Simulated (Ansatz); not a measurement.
Molecular dynamics on a 2×2×3 supercell (24 atoms) of ZnO (CsCl type), relaxed with r2SCAN. Forces come from PBE in the plane-wave code Ansatz: Langevin thermostat and barostat (NPT), 100 K, steps of 3 fs. Computed, non-magnetic; the trajectory is short and the cell small, so nothing here is a converged average. The structure comes from a prototype and may be hypothetical.

```yaml
crystal:
  lattice:
    - [5.292341918, 0.0, 0.0]
    - [0.0, 5.292341918, 0.0]
    - [0.0, 0.0, 7.938512877]
  atoms:
    - { symbol: Zn, position: [0.0, 0.0, 0.0] }
    - { symbol: O, position: [0.25, 0.25, 0.1666666667] }
    - { symbol: Zn, position: [0.0, 0.0, 0.3333333333] }
    - { symbol: O, position: [0.25, 0.25, 0.5] }
    - { symbol: Zn, position: [0.0, 0.0, 0.6666666667] }
    - { symbol: O, position: [0.25, 0.25, 0.8333333333] }
    - { symbol: Zn, position: [0.0, 0.5, 0.0] }
    - { symbol: O, position: [0.25, 0.75, 0.1666666667] }
    - { symbol: Zn, position: [0.0, 0.5, 0.3333333333] }
    - { symbol: O, position: [0.25, 0.75, 0.5] }
    - { symbol: Zn, position: [0.0, 0.5, 0.6666666667] }
    - { symbol: O, position: [0.25, 0.75, 0.8333333333] }
    - { symbol: Zn, position: [0.5, 0.0, 0.0] }
    - { symbol: O, position: [0.75, 0.25, 0.1666666667] }
    - { symbol: Zn, position: [0.5, 0.0, 0.3333333333] }
    - { symbol: O, position: [0.75, 0.25, 0.5] }
    - { symbol: Zn, position: [0.5, 0.0, 0.6666666667] }
    - { symbol: O, position: [0.75, 0.25, 0.8333333333] }
    - { symbol: Zn, position: [0.5, 0.5, 0.0] }
    - { symbol: O, position: [0.75, 0.75, 0.1666666667] }
    - { symbol: Zn, position: [0.5, 0.5, 0.3333333333] }
    - { symbol: O, position: [0.75, 0.75, 0.5] }
    - { symbol: Zn, position: [0.5, 0.5, 0.6666666667] }
    - { symbol: O, position: [0.75, 0.75, 0.8333333333] }
kpoints:
  mp_grid: { grid: [4, 4, 2] }
hamiltonian:
  xc: pbe
scf:
  occupations: { method: fermi_dirac, width: 0.02 }
md:
  ensemble: npt_langevin
  temperature: 100
  timestep: 3.0
  n_steps: 20
  initial_velocities: maxwell_boltzmann
  seed: 437
```

Command: `ansatz run input.yaml --threads 4 --pin off --max-ram 3686MiB --backend cpu --events-out ev --progress --plain --runs-dir out`.

Question: It ran on 4 threads of Arm Neoverse V1, on a shared host, load about 1.0 per core. About how long did it take, and what peak of host memory did it reach?

Answer: About 6.8 min, with a peak of 1.4 GiB.

```tsv
step	t (fs)	T (K)	free energy F from step 0 (meV/atom)	kinetic energy (meV/atom)	pressure (GPa)	volume (Å³/atom)	largest force (eV/Å)
0	0	96	0.0	12.4	8.55	9.26	0.00
1	3	90	0.1	11.7	8.48	9.27	0.19
2	6	80	0.2	10.3	8.27	9.28	0.38
3	9	81	0.1	10.4	7.96	9.30	0.54
4	12	78	-0.3	10.0	7.56	9.32	0.67
5	15	78	-1.4	10.1	7.08	9.35	0.77
6	18	84	-3.3	10.8	6.54	9.38	0.84
7	21	94	-6.3	12.2	5.95	9.42	0.90
8	24	110	-10.6	14.3	5.34	9.45	0.95
9	27	146	-16.2	18.9	4.76	9.49	0.97
10	30	186	-23.2	24.1	4.20	9.53	0.98
11	33	240	-32.0	31.0	3.68	9.58	1.05
12	36	302	-42.8	39.1	3.18	9.63	1.14
13	39	373	-55.7	48.2	2.76	9.68	1.29
14	42	474	-70.9	61.3	2.54	9.74	1.38
15	45	541	-87.7	69.9	2.46	9.80	1.40
16	48	639	-105.3	82.5	2.67	9.85	1.31
17	51	728	-123.0	94.1	3.14	9.91	1.68
18	54	815	-139.2	105.3	3.86	9.97	2.01
19	57	845	-152.2	109.3	4.71	10.03	2.22
20	60	854	-160.9	110.4	5.67	10.10	2.22
```

The temperature starts at 96 K, is lowest at step 4 (78 K, 12 fs) and ends at 854 K.

Positions (Å) and forces (eV/Å) at step 20:
```
cell (Å): 5.447 0.000 0.000; 0.000 5.447 0.000; 0.000 0.000 8.171
Zn  -0.059  -0.100  -0.022    -0.079   0.263   0.242
O    0.982   1.629   1.363    -0.671   0.160   0.036
Zn   0.053  -0.008   2.703     1.177  -1.010  -1.582
O    1.753   1.575   4.087    -0.041  -0.419  -0.254
Zn  -0.004  -0.019   5.476     0.336  -0.652  -1.395
O    1.690   1.546   6.869     0.461   0.532  -0.140
Zn  -0.047   2.704   0.002    -0.417  -0.269   0.152
O    1.467   4.340   1.209     0.256   0.392  -0.271
Zn   0.019   2.740   2.744     0.303  -0.195   0.643
O    1.053   4.270   3.936     0.195  -0.179  -0.067
Zn   0.027   2.752   5.499     0.249   0.362  -0.380
O    1.193   4.335   6.647    -0.080  -0.225  -0.394
Zn   2.654   0.000   0.018    -0.625  -0.614  -0.973
O    3.675   1.265   0.964     0.590   0.188   0.269
Zn   2.731  -0.026   2.671     0.359  -0.027   0.249
O    4.365   0.999   3.662    -1.290   1.139   0.369
Zn   2.712   0.004   5.464    -0.008  -0.108  -0.162
O    4.426   1.283   6.361    -0.217   0.602   0.418
Zn   2.662   2.720   0.039    -0.109   0.426   0.005
O    4.188   3.899   1.726    -0.206  -0.029   0.704
Zn   2.806   2.679   2.722     0.216  -0.085   0.129
O    3.847   3.736   4.462     0.557   1.136   0.064
Zn   2.731   2.680   5.436    -0.942  -0.983   1.530
O    3.970   4.090   7.211    -0.013  -0.405   0.805
```
